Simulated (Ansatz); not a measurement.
ZrO2 under changes of volume

One of the cells (11.158 Å³/atom); the others are scaled copies at fixed shape and fractional positions:

```
CELL_PARAMETERS angstrom
3.59610 0.00000 0.00000
0.00000 3.59610 0.00000
0.00000 0.00000 5.17700
ATOMIC_POSITIONS crystal
Zr 0.50000 0.50000 0.50000
Zr 0.00000 0.00000 0.00000
O 0.50000 0.00000 0.79700
O 0.50000 0.00000 0.29700
O 0.00000 0.50000 0.70300
O 0.00000 0.50000 0.20300
```

| Quantity | Value |
| --- | --- |
| Program | Ansatz 0.2.0 |
| Functional | PBE |
| Potentials or basis | Ansatz PAW |
| Cutoff | 420 eV (not typed: the program's choice for these potentials) |
| k mesh | 7 × 7 × 5 |
| Occupations | fermi-dirac, width 0.05 eV |
| Spin | no spin polarisation |

```tsv
volume (Å³/atom)	energy over the lowest point (meV/atom)	pressure (GPa)	gap on the mesh (eV)	largest force (eV/Å)
10.489	61.09	22.9	4.19	0.272
10.712	33.67	16.4	4.13	0.160
10.935	14.96	10.6	4.08	0.056
11.158	3.97	5.3	4.02	0.041
11.381	0.00	0.5	3.96	0.131
11.604	2.36	-3.8	3.90	0.215
11.828	?	?	?	?
```

Q: What does the run at 11.828 Å³/atom give?

A: Energy over the lowest point 10.49 meV/atom; pressure -7.7 GPa; gap on the mesh 3.84 eV; largest force 0.294 eV/Å.

Worked out: A Birch-Murnaghan fit of order 3 (a polynomial in V^(-2/3)) to the other rows has its minimum at 11.41 Å³/atom with B0 = V·E''(V) = 229 GPa and B' = 4.3 at fixed shape and positions, which overstates the stiffness. It gives 10.44 meV/atom at 11.828 Å³/atom, against the run's 10.49, and -dE/dV = -7.7 GPa, against -7.7. A straight line through the other rows of the gap, of slope -2.86 eV per unit of ln V, extrapolates to 3.85 eV, against the run's 3.84.

Energies are extrapolated to zero smearing.

Caveats: odd divisions of the mesh miss points on the zone boundary, where band edges often lie, so the gap on the mesh can be too wide.

A mesh can miss the band edges. Spin-orbit coupling on Zr is left out.
